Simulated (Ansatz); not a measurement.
# Si2W: the crystal squeezed far, part 1 of 2

How does Si2W (MoSi2 type) answer strong compression, and how long do frozen cores keep up with all electrons? The runs shown use LAPW, crystal datasets and norm-conserving. Companion runs by PAW are cited. Its runs: the reference run (LAPW); volume scaled by 1 (crystal datasets and norm-conserving); volume scaled by 0.94 (LAPW and crystal datasets); volume scaled by 0.88 (LAPW); volume scaled by 0.8 (LAPW and crystal datasets); volume scaled by 0.72 (LAPW and crystal datasets); volume scaled by 0.62 (LAPW, crystal datasets and norm-conserving).

Computed with Ansatz 0.2.0 (DFT PBE, with the methods named in each step, unless a step's input says otherwise).

## 1. Starting point

Symmetry: I4/mmm, No. 139, tetragonal system. Conventional cell: a = 3.229 Å, b = 3.229 Å, c = 7.870 Å, α = 90.00°, β = 90.00°, γ = 90.00°. W (site symmetry 4/mmm) is surrounded by 10 Si at 2.63 Å. Around Si (site symmetry 4mm) lie 5 Si at 2.60 to 2.64 Å and 5 W at 2.63 Å.

Structure file:

```cif
data_structure
_symmetry_space_group_name_H-M 'P 1'
_symmetry_Int_Tables_number 1
_cell_length_a 4.5492
_cell_length_b 4.5492
_cell_length_c 4.5492
_cell_angle_alpha 138.431
_cell_angle_beta 138.431
_cell_angle_gamma 60.244
_cell_volume 41.02
loop_
_atom_site_label
_atom_site_type_symbol
_atom_site_fract_x
_atom_site_fract_y
_atom_site_fract_z
_atom_site_occupancy
W1 W 0.00000 0.00000 0.00000 1
Si1 Si 0.33451 0.33451 0.00000 1
Si2 Si 0.66549 0.66549 0.00000 1
```

Whether this phase is the stable one at these pressures isn't tested.

Atoms are numbered in the order of the input: W1, Si2, Si3.

## 2. The reference volume, LAPW

Input file input.yaml:

```yaml
crystal:
  lattice:
    - [-1.6143353797, 1.6143353797, 3.9349081566]
    - [1.6143353797, -1.6143353797, 3.9349081566]
    - [1.6143353797, 1.6143353797, -3.9349081566]
  atoms:
    - { symbol: W, position: [0.0, 0.0, 0.0] }
    - { symbol: Si, position: [0.3345059879, 0.3345059879, 0.0] }
    - { symbol: Si, position: [-0.3345059879, -0.3345059879, 0.0] }
kpoints:
  mp_grid: { grid: [14, 14, 14] }
  band_path:
    path:
      - [0.0, 0.0, 0.0]
      - [0.0, 0.0, 0.5]
      - [0.25, 0.25, 0.25]
      - [0.0, 0.5, 0.0]
      - [0.0, 0.0, 0.0]
      - [0.5, 0.5, -0.5]
      - [0.2920783148, 0.7079216852, -0.2920783148]
      - [-0.2920783148, 0.2920783148, 0.2920783148]
      - [0.0, 0.0, 0.0]
    npoints: 14
scf:
  occupations: { method: fermi_dirac, width: 0.1 }
hamiltonian:
  xc: pbe
  pseudopotentials: { kind: all_electron, lapw: { basis_error: 0.001 } }
output:
  forces: true
  stress: true
  eigenvalues: true
  populations: true
  dos: { projected: true, de: 0.2, e_range: [-14, 8] }
```

On the command line:

```sh
> ansatz run input.yaml --threads 1 --pin off --max-ram 3072MiB --backend cpu --events-out ev --progress --plain --runs-dir out
```

Output:

```text
W: projections on atomic orbitals take those of the free atom 1s2 2s2 2p6 3s2 3p6 3d10 4s2 4p6 4d10 4f14 5s2 5p6 5d4 6s2, of charge +0.00 (hamiltonian.pseudopotentials.projection_atoms)
Si: projections on atomic orbitals take those of the free atom 1s2 2s2 2p6 3s2 3p2, of charge +0.00 (hamiltonian.pseudopotentials.projection_atoms)
LAPW: plane waves up to 7.860 Å⁻¹, error target 1.0e-3 eV per atom; small_component_spin mean_spin; Si in spheres of 1.149 Å, 12 of its electrons in bands, Dirac shells []; W in spheres of 1.479 Å, 38 of its electrons in bands, Dirac shells []
Engine: ansatz 0.2.0
Pseudopotentials: kind: all_electron
Pseudopotential: W, LAPW, valence charge 38, Koelling and Harmon's equation, gaussian nucleus
Pseudopotential: Si, LAPW, valence charge 12, Koelling and Harmon's equation, gaussian nucleus
Functional definition: PBE
  parameter kappa = 0.804
  parameter beta = 0.06672455060314922
  exchange = pbe_x(kappa = kappa, mu = beta*pi^2/3)
  correlation = pbe_c(beta = beta)
Crystal: 3 atoms, lattice volume = 41.019 Å³
Basis set: ecut = 235.39905599998602 eV, 329 PW (Γ), FFT grids on a1+a3, a2+a3, a3, exchange–correlation at level 2
Bands: 38, of which v1, the nominal top of the filled ones, is band 31 counted from 1 (30 counted from 0)
Symmetry: 16 space group operations
Space group: I4/mmm (ITA 139), of the structure as read, at distance tolerance 3.4e-5 Å
k-points: 244 of 2744
Non-local potential: W, projectors of the file, none
Non-local potential: Si, projectors of the file, none
Initial density: superposition of atomic densities (chi_scale 0.1, normalization cell, long waves kept (reshape's long-wave potential 0.00 eV rms))
Initial wavefunctions: plane waves of lowest kinetic energy (no species holds an atomic orbital)
Functional: x = pbe(κ = 0.804, μ = 0.2195149727645171), c = pbe(β = 0.06672455060314922)
iter 1 solved again at ethr=2.99e-4 eV; its pass at ethr=1.00e-1 eV (dr2=1.85e-1 eV) is discarded
SCF iter   1: F=—  HF=-454987.951948 eV  |F-HF|=—  |Δ(HF+E_count)|=         —  Δρ=2.58e-2  dr2=1.86e-1  ethr=2.99e-4  ⟨swp⟩=2.8  Hψ=60630  notcnv=0
preconditioner: auto → Kerker (q_TF=auto, 2.923 Å⁻¹)  [metal: Δε(μ)=0.018 eV  Ē_g=20.760 eV  σ=0.100 eV  W_gap=0.05  n_scr=14 (ndim 8)  ℏωp=30.7 eV  f_vac=0.000  D(μ)=0.30/eV (n_scr^D=0)]
SCF iter   2: F=—  HF=-454987.851710 eV  |F-HF|=—  |Δ(HF+E_count)|=   1.00e-1  Δρ=1.99e-2  dr2=2.44e-1  ethr=2.99e-4  ⟨swp⟩=2.0  Hψ=26681  notcnv=0
SCF iter   3: F=—  HF=-454987.796366 eV  |F-HF|=—  |Δ(HF+E_count)|=   5.53e-2  Δρ=1.07e-2  dr2=4.76e-2  ethr=2.99e-4  ⟨swp⟩=2.0  Hψ=26462  notcnv=0
SCF iter   4: F=—  HF=-454987.779693 eV  |F-HF|=—  |Δ(HF+E_count)|=   1.67e-2  Δρ=4.19e-3  dr2=1.11e-2  ethr=7.68e-5  ⟨swp⟩=2.0  Hψ=26014  notcnv=0
iter 5 solved again at ethr=1.23e-6 eV; its pass at ethr=1.80e-5 eV (dr2=7.62e-4 eV) is discarded
SCF iter   5: F=—  HF=-454987.780373 eV  |F-HF|=—  |Δ(HF+E_count)|=         —  Δρ=1.00e-3  dr2=7.61e-4  ethr=1.23e-6  ⟨swp⟩=2.0  Hψ=45140  notcnv=0
the basis was enlarged: its passes take 632.9 KiB over the memory plan, 1 of 1 planned eigensolver slots
SCF iter   6: F=—  HF=-454987.778359 eV  |F-HF|=—  |Δ(HF+E_count)|=   2.01e-3  Δρ=4.11e-4  dr2=7.52e-5  ethr=1.23e-6  ⟨swp⟩=2.0  Hψ=26282  notcnv=0
SCF iter   7: F=—  HF=-454987.778350 eV  |F-HF|=—  |Δ(HF+E_count)|=   9.02e-6  Δρ=1.96e-4  dr2=2.41e-5  ethr=1.21e-7  ⟨swp⟩=2.0  Hψ=26282  notcnv=0
SCF iter   8: F=—  HF=-454987.778347 eV  |F-HF|=—  |Δ(HF+E_count)|=   2.08e-6  Δρ=4.21e-5  dr2=8.38e-7  ethr=3.89e-8  ⟨swp⟩=2.0  Hψ=26280  notcnv=0
SCF iter   9: F=-454987.778347 eV  HF=-454987.778347 eV  |F-HF|=1.68e-8  |Δ(HF+E_count)|=   3.30e-8  Δρ=1.24e-5  dr2=6.12e-8  ethr=1.35e-9  ⟨swp⟩=2.0  Hψ=26294  notcnv=0
SCF 1 converged in 9 iterations: F = -454987.778347 eV  dr2 = 6.12e-8
NSCF: frozen V_eff on 113 k-points
SCF converged after 9 iterations
Free energy (F): -454987.778347 eV
Harris-Foulkes:  -454987.778347 eV  (|F-HF|=1.68e-8)
Internal energy: -454987.767243 eV  (E = F + TS)
E sigma→0 (E₀):  -454987.772795 eV
Entropy (-TS):   -0.011104 eV (-3.701 meV/atom)
Fermi energy:    20.210115 eV
--- Per-component energies (eV) ---
  E_band       = -3544.003088
  E_kinetic    = 507711.342228
  E_xc         = -9973.809549
  E_electrostatic = -952725.299922  (all electrons and nuclei)
  E_smearing   = -0.011104  (= −TS)
  E_closure    = 0.000000  (closes the sum)
  E_atoms      = -454964.502389  (free atoms, spherical and without spin; not in F)
  Σ components = -454987.778347   (vs F -454987.778347, Δ=0.00e0)
  Basis errors (estimates in eV, not in F): energy 3.2e-4 per atom: plane waves 2.8e-4 (1.5e-4 summed), levels above the bands 2.6e-37, relativity 2.8e-8, radial functions 4.2e-5, core shells 2.4e-7; eigenvalues (radial functions only) 1.7e-6; not estimated: angular momenta, meshes, grids; target (lapw.basis_error) 1.0e-3; muffin-tin radii Si 1.149 Å, W 1.479 Å
--- Forces (eV/Å), atoms counted from 1 ---
  atom   1  W     -0.00000000     0.00000000     0.00000000
  atom   2  Si    -0.00000000    -0.00000000     0.00253080
  atom   3  Si     0.00000000     0.00000000    -0.00253080
  max |Σ_I F_I| component: 1.73e-18 eV/Å
--- Stress (GPa, compression-positive) ---
        0.034081       0.000000       0.000000
        0.000000       0.034081       0.000000
        0.000000       0.000000      -0.023028
  P = ⅓ Tr σ = 0.0150 GPa (0.150 kbar)
--- Band table (eV; the first three rows and the last of 244) ---
  k-point 0: bands = ["-212.7555", "-212.7183", "-212.7176", "-212.6974", "-212.6974", "-114.3883", "-114.3866", "-70.4375", "-70.4375", "-70.4334", "-70.4334", "-70.4270", "-70.4202", "-53.6223", "-17.9152", "-17.8914", "-17.8914", "-7.9174", "-7.9174", "-7.8848", "-7.8810", "-7.8679", "-7.8679", "-7.8580", "6.2486", "13.4491", "16.4465", "16.9565", "17.3991", "17.3991", "20.8117", "22.8619", "23.1899", "23.2539", "23.2539", "24.7457", "25.7969", "25.7969"]
  k-point 1: bands = ["-212.7555", "-212.7183", "-212.7176", "-212.6974", "-212.6974", "-114.3882", "-114.3866", "-70.4375", "-70.4373", "-70.4337", "-70.4333", "-70.4269", "-70.4202", "-53.6216", "-17.9132", "-17.9013", "-17.9002", "-7.9176", "-7.9175", "-7.8845", "-7.8808", "-7.8680", "-7.8679", "-7.8582", "6.4119", "13.5973", "15.9611", "16.9905", "16.9925", "17.9069", "20.0270", "22.6411", "23.3733", "23.3958", "23.6479", "24.7297", "25.9681", "26.2631"]
  k-point 2: bands = ["-212.7555", "-212.7183", "-212.7176", "-212.6974", "-212.6974", "-114.3881", "-114.3867", "-70.4376", "-70.4367", "-70.4345", "-70.4333", "-70.4266", "-70.4203", "-53.6196", "-17.9285", "-17.9246", "-17.9079", "-7.9180", "-7.9178", "-7.8837", "-7.8803", "-7.8683", "-7.8682", "-7.8586", "6.8899", "13.9948", "15.3367", "16.1153", "17.1033", "18.4321", "18.5414", "22.5084", "23.6557", "23.6939", "24.3001", "24.4779", "26.8653", "27.1174"]
  k-point 243: bands = ["-212.7555", "-212.7183", "-212.7176", "-212.6974", "-212.6974", "-114.3879", "-114.3870", "-70.4378", "-70.4378", "-70.4330", "-70.4330", "-70.4244", "-70.4228", "-53.6221", "-17.9311", "-17.8925", "-17.8925", "-7.9175", "-7.9175", "-7.8846", "-7.8808", "-7.8681", "-7.8681", "-7.8582", "8.4779", "9.2820", "16.4490", "17.6621", "19.3659", "19.3659", "19.7113", "19.7113", "20.9838", "24.6395", "24.9232", "26.3374", "28.0445", "28.8406"]
--- Löwdin populations: 3 sites ---
  site symbol       q [e]
     0      W     73.9043
     1     Si     13.9353
     2     Si     13.9353
  spilling = 0.002207 (of n_electrons = 102.000000)
```

Wall time 79 s (1 thread of AMD EPYC 7R43 (Zen 3), shared host); peak memory 1 GiB.

Read from it: pressure 0.02 GPa; no gap.

At the corners of the path (eV, zero at the Fermi level):

| point | band 28 | band 29 | band 30 | band 31 | band 32 | band 33 | band 34 |
| --- | --- | --- | --- | --- | --- | --- | --- |
| Γ | -3.25 | -2.81 | -2.81 | 0.60 | 2.65 | 2.98 | 3.04 |
| X | -5.50 | -4.96 | -3.20 | -1.75 | 2.73 | 2.91 | 3.06 |
| P | -6.50 | -3.02 | -2.40 | -2.40 | 0.03 | 2.91 | 3.55 |
| N | -4.81 | -2.75 | -2.72 | -0.43 | 2.65 | 2.76 | 3.90 |
| Γ | -3.25 | -2.81 | -2.81 | 0.60 | 2.65 | 2.98 | 3.04 |
| M | -2.55 | -0.84 | -0.84 | -0.50 | -0.50 | 0.77 | 4.43 |
| S | -3.01 | -2.66 | -2.45 | -0.32 | 1.78 | 2.51 | 3.50 |
| S0 | -3.01 | -2.66 | -2.45 | -0.32 | 1.78 | 2.51 | 3.50 |
| Γ | -3.25 | -2.81 | -2.81 | 0.60 | 2.65 | 2.98 | 3.04 |

States per cell in windows of 1 eV (zero at the Fermi level; grid of 0.20 eV, so sharp peaks spill over the borders):

| from | to | total | W 5d | Si 3p | Si 3s |
| --- | --- | --- | --- | --- | --- |
| -10 | -9 | 0.87 | 0.16 | 0.25 | 0.41 |
| -9 | -8 | 0.79 | 0.17 | 0.27 | 0.32 |
| -8 | -7 | 0.62 | 0.16 | 0.25 | 0.18 |
| -7 | -6 | 0.94 | 0.23 | 0.56 | 0.09 |
| -6 | -5 | 0.99 | 0.25 | 0.58 | 0.09 |
| -5 | -4 | 1.18 | 0.42 | 0.50 | 0.16 |
| -4 | -3 | 1.52 | 0.72 | 0.54 | 0.16 |
| -3 | -2 | 3.65 | 1.95 | 1.41 | 0.14 |
| -2 | -1 | 1.19 | 0.70 | 0.40 | 0.05 |
| -1 | 0 | 0.71 | 0.56 | 0.11 | 0.01 |
| 0 | 1 | 0.49 | 0.25 | 0.14 | 0.07 |
| 1 | 2 | 1.29 | 0.61 | 0.36 | 0.20 |
| 2 | 3 | 2.33 | 1.11 | 0.58 | 0.34 |
| 3 | 4 | 1.78 | 0.64 | 0.43 | 0.21 |
| 4 | 5 | 2.09 | 0.59 | 0.70 | 0.25 |

## 3. Volume scaled by 1, crystal datasets

Input file input.yaml:

```yaml
crystal:
  lattice:
    - [-1.6143353797, 1.6143353797, 3.9349081566]
    - [1.6143353797, -1.6143353797, 3.9349081566]
    - [1.6143353797, 1.6143353797, -3.9349081566]
  atoms:
    - { symbol: W, position: [0.0, 0.0, 0.0] }
    - { symbol: Si, position: [0.3345059879, 0.3345059879, 0.0] }
    - { symbol: Si, position: [-0.3345059879, -0.3345059879, 0.0] }
kpoints:
  mp_grid: { grid: [14, 14, 14] }
scf:
  occupations: { method: fermi_dirac, width: 0.1 }
hamiltonian:
  xc: pbe
  pseudopotentials: { kind: all_electron, datasets: crystal }
output:
  forces: true
  stress: true
  eigenvalues: true
```

On the command line:

```sh
> ansatz run input.yaml --threads 1 --pin off --max-ram 3072MiB --backend cpu --events-out ev --progress --plain --runs-dir out
```

Output (excerpt; [...] marks lines left out):

```text
[...]
[... 1 set-up line as earlier in the session ...]
Pseudopotential: W, paw, valence charge 28, recommended cutoff 320 eV (normal), Koelling and Harmon's equation, gaussian nucleus
Pseudopotential: Si, paw, valence charge 4, recommended cutoff 320 eV (normal), Koelling and Harmon's equation, gaussian nucleus
[... 1 set-up line as earlier in the session ...]
[...]
Crystal: 3 atoms, lattice volume = 41.019 Å³
[...]
--- Stress (GPa, compression-positive) ---
        0.034272       0.000000       0.000000
        0.000000       0.034272       0.000000
        0.000000      -0.000000      -0.025272
  P = ⅓ Tr σ = 0.0144 GPa (0.144 kbar)
  It holds what live shells' own plane waves past their cutoff add
--- Band table (eV; the first three rows and the last of 244) ---
  k-point 0: bands = ["6.2486", "13.4491", "16.4465", "16.9567", "17.3992", "17.3992", "20.8119", "22.8617", "23.1898", "23.2539"]
[...]
```

Run time: 24 s. Hardware: 1 thread of AMD EPYC 7R43 (Zen 3), shared host; peak memory 0.83 GiB.

This run gives: pressure 0.01 GPa; no gap.

## 4. Volume scaled by 1, norm-conserving

input.yaml: that of step 3 with these lines changed.

```diff
@@ -15,3 +15,3 @@
   xc: pbe
-  pseudopotentials: { kind: all_electron, datasets: crystal }
+  pseudopotentials: { kind: nc }
 output:
```

On the command line:

```sh
> ansatz run input.yaml --threads 1 --pin off --max-ram 3072MiB --backend cpu --events-out ev --progress --plain --runs-dir out
```

Output (excerpt; [...] marks lines left out):

```text
[...]
Pseudopotentials: kind: nc
Pseudopotential: W, nc, valence charge 14, recommended cutoff 1006.821291 eV (normal), W.nc.azcp (PseudoDojo's, or run here from an input of PseudoDojo's: the run reads no file of this project's for it)
Pseudopotential: Si, nc, valence charge 4, recommended cutoff 489.804952 eV (normal), Si.nc.azcp
[... 1 set-up line as earlier in the session ...]
[...]
Crystal: 3 atoms, lattice volume = 41.019 Å³
[...]
  atom   3  Si     0.00000000     0.00000000     0.00133198
[...]
--- Stress (GPa, compression-positive) ---
        0.099965       0.000000      -0.000000
        0.000000       0.099965       0.000000
        0.000000       0.000000       0.045863
  P = ⅓ Tr σ = 0.0819 GPa (0.819 kbar)
--- Band table (eV; the first three rows and the last of 244) ---
  k-point 0: bands = ["-57.4520", "-21.6962", "-21.6739", "-21.6739", "2.4908", "9.6972", "12.6918", "13.2095", "13.6493", "13.6493", "17.0639", "19.1088", "19.4402", "19.5011", "19.5011"]
[...]
```

Wall time 17 s (1 thread of AMD EPYC 7R43 (Zen 3), shared host); peak memory 0.68 GiB.

This run gives: pressure 0.08 GPa; no gap.

## 5. Volume scaled by 0.94, LAPW

Input file input.yaml:

```yaml
crystal:
  lattice:
    - [-1.5790340719, 1.5790340719, 3.8660456788]
    - [1.5790340719, -1.5790340719, 3.8660456788]
    - [1.5790340719, 1.5790340719, -3.8660456788]
  atoms:
    - { symbol: W, position: [0.0, 0.0, 0.0] }
    - { symbol: Si, position: [0.3335424621, 0.3335424621, 0.0] }
    - { symbol: Si, position: [-0.3335424621, -0.3335424621, 0.0] }
kpoints:
  mp_grid: { grid: [14, 14, 14] }
scf:
  occupations: { method: fermi_dirac, width: 0.1 }
hamiltonian:
  xc: pbe
  pseudopotentials: { kind: all_electron, lapw: { basis_error: 0.001 } }
output:
  forces: true
  stress: true
  eigenvalues: true
  populations: true
```

On the command line:

```sh
> ansatz run input.yaml --threads 1 --pin off --max-ram 3072MiB --backend cpu --events-out ev --progress --plain --runs-dir out
```

Output (excerpt; [...] marks lines left out):

```text
W: projections on atomic orbitals take those of the free atom 1s2 2s2 2p6 3s2 3p6 3d10 4s2 4p6 4d10 4f14 5s2 5p6 5d4 6s2, of charge +0.00 (hamiltonian.pseudopotentials.projection_atoms)
Si: projections on atomic orbitals take those of the free atom 1s2 2s2 2p6 3s2 3p2, of charge +0.00 (hamiltonian.pseudopotentials.projection_atoms)
[...]
--- Stress (GPa, compression-positive) ---
       15.332927       0.000000       0.000000
        0.000000      15.332927      -0.000000
        0.000000      -0.000000      15.297117
  P = ⅓ Tr σ = 15.3210 GPa (153.210 kbar)
--- Band table (eV; the first three rows and the last of 244) ---
[...]
--- Löwdin populations: 3 sites ---
  site symbol       q [e]
     0      W     73.9643
     1     Si     13.9030
     2     Si     13.9030
  spilling = 0.002251 (of n_electrons = 102.000000)
```

Run time: 69 s. Hardware: 1 thread of AMD EPYC 7R43 (Zen 3), shared host; peak memory 1 GiB.

In short: pressure 15.32 GPa; no gap; largest force 0.003 eV/Å.

## 6. Volume scaled by 0.94, crystal datasets

input.yaml: that of step 5 with these lines changed.

```diff
@@ -15,3 +15,3 @@
   xc: pbe
-  pseudopotentials: { kind: all_electron, lapw: { basis_error: 0.001 } }
+  pseudopotentials: { kind: all_electron, datasets: crystal }
 output:
@@ -20,2 +20 @@
   eigenvalues: true
-  populations: true
```

On the command line:

```sh
> ansatz run input.yaml --threads 1 --pin off --max-ram 3072MiB --backend cpu --events-out ev --progress --plain --runs-dir out
```

Output (excerpt; [...] marks lines left out):

```text
[...]
[... 2 set-up lines as earlier in the session ...]
Pseudopotential: Si, paw, valence charge 12, recommended cutoff 320 eV (normal), Koelling and Harmon's equation, gaussian nucleus
[... 1 set-up line as earlier in the session ...]
[...]
Crystal: 3 atoms, lattice volume = 38.558 Å³
[...]
--- Stress (GPa, compression-positive) ---
       15.331310       0.000000       0.000000
        0.000000      15.331310       0.000000
        0.000000       0.000000      15.293389
  P = ⅓ Tr σ = 15.3187 GPa (153.187 kbar)
  It holds what live shells' own plane waves past their cutoff add
--- Band table (eV; the first three rows and the last of 244) ---
  k-point 0: bands = ["7.1530", "14.4914", "17.9044", "18.1056", "18.6631", "18.6631", "22.3536", "24.3718", "24.6939", "24.9620"]
[...]
```

Run time: 87 s. Hardware: 1 thread of AMD EPYC 7R43 (Zen 3), shared host; peak memory 1.9 GiB.

Read from it: pressure 15.32 GPa; no gap; largest force 0.003 eV/Å.

## 7. Volume scaled by 0.88, LAPW

Input file input.yaml:

```yaml
crystal:
  lattice:
    - [-1.5419216479, 1.5419216479, 3.7955978364]
    - [1.5419216479, -1.5419216479, 3.7955978364]
    - [1.5419216479, 1.5419216479, -3.7955978364]
  atoms:
    - { symbol: W, position: [0.0, 0.0, 0.0] }
    - { symbol: Si, position: [0.3326133814, 0.3326133814, 0.0] }
    - { symbol: Si, position: [-0.3326133814, -0.3326133814, 0.0] }
kpoints:
  mp_grid: { grid: [14, 14, 14] }
scf:
  occupations: { method: fermi_dirac, width: 0.1 }
hamiltonian:
  xc: pbe
  pseudopotentials: { kind: all_electron, lapw: { basis_error: 0.001 } }
output:
  forces: true
  stress: true
  eigenvalues: true
  populations: true
```

On the command line:

```sh
> ansatz run input.yaml --threads 1 --pin off --max-ram 3072MiB --backend cpu --events-out ev --progress --plain --runs-dir out
```

Output (excerpt; [...] marks lines left out):

```text
W: projections on atomic orbitals take those of the free atom 1s2 2s2 2p6 3s2 3p6 3d10 4s2 4p6 4d10 4f14 5s2 5p6 5d4 6s2, of charge +0.00 (hamiltonian.pseudopotentials.projection_atoms)
Si: projections on atomic orbitals take those of the free atom 1s2 2s2 2p6 3s2 3p2, of charge +0.00 (hamiltonian.pseudopotentials.projection_atoms)
[...]
--- Stress (GPa, compression-positive) ---
       36.481049      -0.000000       0.000000
       -0.000000      36.481049       0.000000
        0.000000       0.000000      36.424711
  P = ⅓ Tr σ = 36.4623 GPa (364.623 kbar)
--- Band table (eV; the first three rows and the last of 244) ---
[...]
--- Löwdin populations: 3 sites ---
  site symbol       q [e]
     0      W     74.0313
     1     Si     13.8671
     2     Si     13.8671
  spilling = 0.002299 (of n_electrons = 102.000000)
```

Run time: 73 s. Hardware: 1 thread of AMD EPYC 7R43 (Zen 3), shared host; peak memory 1 GiB.

Read from it: pressure 36.46 GPa; no gap; largest force 0.005 eV/Å.

## 8. Volume scaled by 0.8, LAPW

Input file input.yaml:

```yaml
crystal:
  lattice:
    - [-1.4894186754, 1.4894186754, 3.6980989445]
    - [1.4894186754, -1.4894186754, 3.6980989445]
    - [1.4894186754, 1.4894186754, -3.6980989445]
  atoms:
    - { symbol: W, position: [0.0, 0.0, 0.0] }
    - { symbol: Si, position: [0.3314131051, 0.3314131051, 0.0] }
    - { symbol: Si, position: [-0.3314131051, -0.3314131051, 0.0] }
kpoints:
  mp_grid: { grid: [14, 14, 14] }
scf:
  occupations: { method: fermi_dirac, width: 0.1 }
hamiltonian:
  xc: pbe
  pseudopotentials: { kind: all_electron, lapw: { basis_error: 0.001 } }
output:
  forces: true
  stress: true
  eigenvalues: true
  populations: true
```

On the command line:

```sh
> ansatz run input.yaml --threads 1 --pin off --max-ram 3072MiB --backend cpu --events-out ev --progress --plain --runs-dir out
```

Output (excerpt; [...] marks lines left out):

```text
W: projections on atomic orbitals take those of the free atom 1s2 2s2 2p6 3s2 3p6 3d10 4s2 4p6 4d10 4f14 5s2 5p6 5d4 6s2, of charge +0.00 (hamiltonian.pseudopotentials.projection_atoms)
Si: projections on atomic orbitals take those of the free atom 1s2 2s2 2p6 3s2 3p2, of charge +0.00 (hamiltonian.pseudopotentials.projection_atoms)
[...]
--- Stress (GPa, compression-positive) ---
       77.857977       0.000000       0.000000
        0.000000      77.857977       0.000000
        0.000000       0.000000      77.723694
  P = ⅓ Tr σ = 77.8132 GPa (778.132 kbar)
--- Band table (eV; the first three rows and the last of 244) ---
[...]
--- Löwdin populations: 3 sites ---
  site symbol       q [e]
     0      W     74.1338
     1     Si     13.8122
     2     Si     13.8122
  spilling = 0.002370 (of n_electrons = 102.000000)
```

It took 80 s on 1 thread of AMD EPYC 7R43 (Zen 3), shared host; peak memory 1.1 GiB.

Read from it: pressure 77.81 GPa; no gap; largest force 0.008 eV/Å.

(Continued in part 2 of 2.)
